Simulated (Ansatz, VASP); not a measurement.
**One calculation of BAs, two programs**

The input INCAR:

```
SYSTEM = BAs
PREC = Accurate ; ENCUT = 600
EDIFF = 1E-6 ; ISMEAR = 0
SIGMA = 0.02 ; LREAL = .False.
LASPH = .True. ; NELM = 60
ALGO = Normal ; ISIF = 3
LWAVE = .False. ; LCHARG = .False.
GGA = PE ; IVDW = 12
IBRION = 2 ; NSW = 70
EDIFFG = -0.005
```

Contents of KPOINTS:

```
Automatic mesh
0
Gamma
  10 10 10
  0 0 0
```

The input POSCAR:

```
BAs
1.0
    0.0000000000      2.4044111665      2.4044111665
    2.4044111665      0.0000000000      2.4044111665
    2.4044111665      2.4044111665      0.0000000000
B As
1 1
Direct
    0.0000000000      0.0000000000      0.0000000000
    0.2500000000      0.2500000000      0.2500000000
```

Input for Ansatz:

```yaml
crystal:
  lattice:
    - [0.0, 2.404411167, 2.404411167]
    - [2.404411167, 0.0, 2.404411167]
    - [2.404411167, 2.404411167, 0.0]
  atoms:
    - { symbol: B, position: [0.0, 0.0, 0.0] }
    - { symbol: As, position: [0.25, 0.25, 0.25] }
basis:
  ecutwfc: 420
kpoints:
  mp_grid: { grid: [10, 10, 10] }
hamiltonian:
  xc: pbe
  dispersion: d3bj
scf:
  occupations: { method: gaussian, width: 0.02 }
output:
  forces: true
  stress: true
  eigenvalues: true
relax:
  adjacent_minimum: "off"
  f_tol: 0.005
  max_steps: 50
  cell: { stress_tol: 0.05 }
```

Alike in both runs: task relaxation of cell and atoms; functional PBE; dispersion D3(BJ); k mesh 10 × 10 × 10; occupations gaussian, width 0.02 eV; no spin polarisation.

```csv
,VASP,Ansatz
version,VASP 6.6.1,Ansatz 0.2.0
potentials or method,"VASP PAW PBE potentials, release 64 (B, As)","scalar-relativistic, plane waves, PAW"
plane-wave cutoff (eV),600,420
valence electrons in the cell,8,18
```

```csv
,VASP,Ansatz,Ansatz less VASP
"gap on the k mesh at the Fermi level, each at its own relaxed structure (eV)",1.17,1.18,+0.003
relaxed volume (Å³/atom),13.58,13.51,-0.067
relaxed cell length with the largest relative difference (Å),3.374,3.369,-0.0056
energy change over the relaxation (meV/atom),-3,-5,-1.4
```

The two sets of potentials don't hold the same shells in valence.

A k mesh can miss the band edges. PBE gaps usually lie below the measured ones, often by a third to a half.
